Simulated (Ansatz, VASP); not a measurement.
**Two plane-wave programs on Mg**

INCAR

```
SYSTEM = Mg
PREC = Accurate
ENCUT = 520
EDIFF = 1E-6
ISMEAR = 1
SIGMA = 0.05
LREAL = .False.
LASPH = .True.
NELM = 100
ALGO = Normal
ISIF = 2
LWAVE = .False.
LCHARG = .False.
GGA = PE
NBANDS = 7
```

Contents of KPOINTS:

```
regular mesh
0
Gamma
  9 9 9
  0 0 0
```

File POSCAR:

```
Mg
1.0
    0.0000000000      2.2062104128      2.2062104128
    2.2062104128      0.0000000000      2.2062104128
    2.2062104128      2.2062104128      0.0000000000
Mg
1
Direct
    0.0000000000      0.0000000000      0.0000000000
```

Input for Ansatz:

```yaml
crystal:
  lattice:
    - [0.0, 2.206210412849615, 2.206210412849615]
    - [2.206210412849615, 0.0, 2.206210412849615]
    - [2.206210412849615, 2.206210412849615, 0.0]
  atoms:
    - { symbol: Mg, position: [0.0, 0.0, 0.0] }
basis:
  ecutwfc: 500.0
kpoints:
  mp_grid:
    grid: [9, 9, 9]
hamiltonian:
  pseudopotentials:
    kind: paw
scf:
  occupations:
    method: cold
    width: 0.05
output:
  stress: true
```

This isn't the form of Mg at room conditions, which is hcp.

Alike in both runs: task single point; functional PBE; k mesh 9 × 9 × 9; no spin polarisation.

|  | VASP | Ansatz |
| --- | --- | --- |
| version | VASP 6.6.1 | Ansatz 0.2.0 |
| potentials or method | VASP PAW PBE potentials, release 64 (Mg) | plane waves, PAW |
| plane-wave cutoff (eV) | 520 | 500 |
| occupations | methfessel-paxton of order 1, width 0.05 eV | cold, width 0.05 eV |
| valence electrons in the cell | 2 | 10 |

|  | VASP | Ansatz | Ansatz less VASP |
| --- | --- | --- | --- |
| pressure (GPa) | 2.9 | 3.0 | +0.12 |

The two sets of potentials don't hold the same shells in valence.
